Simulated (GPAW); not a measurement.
# C in GPAW: convergence with response cutoff (eV)

Input of the first run (response cutoff (eV) 40); the others differ in this setting and in those tied to it:

Contents of run.py:

```python
import json
import numpy as np
from ase.dft.bandgap import bandgap
from ase.io import read, write
from gpaw import GPAW, PW
from gpaw.response.g0w0 import G0W0

atoms = read('POSCAR')

calc = GPAW(mode=PW(650),
            xc='PBE',
            kpts={'size': (7, 7, 7), 'gamma': True},
            occupations={'name': 'fermi-dirac', 'width': 0.001},
            nbands=11,
            convergence={'density': 1e-06},
            maxiter=150,
            txt='gpaw.txt')
atoms.calc = calc
energy = atoms.get_potential_energy()
calc.write('gs.gpw')
write('result.traj', atoms)
print(f'Energy: {energy:.6f} eV')
print('Fermi level:', round(calc.get_fermi_level(), 4), 'eV')
print(f'Gap: {bandgap(calc)[0]:.4f} eV, direct: {bandgap(calc, direct=True)[0]:.4f} eV')

calc.diagonalize_full_hamiltonian(nbands=11)
calc.write('full.gpw', mode='all')

ibz = calc.get_ibz_k_points()
gap, vbm, cbm = bandgap(calc, output=None)
gap, direct, _ = bandgap(calc, direct=True, output=None)
gamma = int(np.abs(ibz).sum(1).argmin())
kpts = sorted({gamma, vbm[1], cbm[1], direct[1]})
gw = G0W0(calc='full.gpw',
          filename='gw',
          ecut=40,
          ecut_extrapolation=False,
          relbands=(-1, 1),
          kpts=kpts,
          integrate_gamma='WS',
          nbands=7,
          ppa=True)
gw.calculate()
results = {mode: {key: np.asarray(r[key]).tolist() for key in ['f', 'eps', 'vxc', 'exx', 'sigma', 'Z', 'qp', 'sigma_eskn']}
           for mode, r in gw.all_results.items()}
json.dump({'kpts': ibz[kpts].tolist(), 'results': results}, open('gw.json', 'w'))
for mode, r in results.items():
    f, qp = np.array(r['f']), np.array(r['qp'])
    print(mode, 'quasiparticle energies (eV):')
    print(qp.round(3))
    print(mode, 'gap:', round(qp[f < 0.5].min() - qp[f > 0.5].max(), 4), 'eV')
```

The input POSCAR:

```
C
1.0
    0.0000000000      1.7833700000      1.7833700000
    1.7833700000      0.0000000000      1.7833700000
    1.7833700000      1.7833700000      0.0000000000
C
2
Direct
    0.7500000000      0.7500000000      0.7500000000
    0.5000000000      0.5000000000      0.5000000000
```

Potentials or basis: GPAW PAW data sets (gpaw-data 1.2.1), pw.

Run with:

```console
$ OMP_NUM_THREADS=1 python run.py
```

This isn't the form of C at room conditions, which is graphite.

Hardware: 1 thread of Arm Neoverse N1 (shared host).

```tsv
response cutoff (eV)	quasiparticle gap at the points computed (eV)	SCF cycles	CPU time (s)	peak memory (GiB)
40	5.505	11	36	0.27
60	5.236	11	42	0.27
80	5.243	11	54	0.27
100	5.335	11	67	0.27
125	5.409	11	81	0.27
150	5.465	11	98	0.27
200	5.529	11	160	0.28
250	5.566	11	240	0.28
300	5.585	11	370	0.29
```

Against the tightest run, the quasiparticle gap at the points computed stays within 0.05 eV from 250 on. The tightest run that finished is the yardstick and may itself not be fully converged.

Caveat, for the tightest run too: the k mesh is coarse (spacing up to 0.44 Å⁻¹), so the values aren't converged; the quasiparticle gap is taken among the few k points that were corrected; the long-wavelength limit can be off by a per cent or two; an odd mesh through Γ misses points on the zone boundary, where band edges often lie.
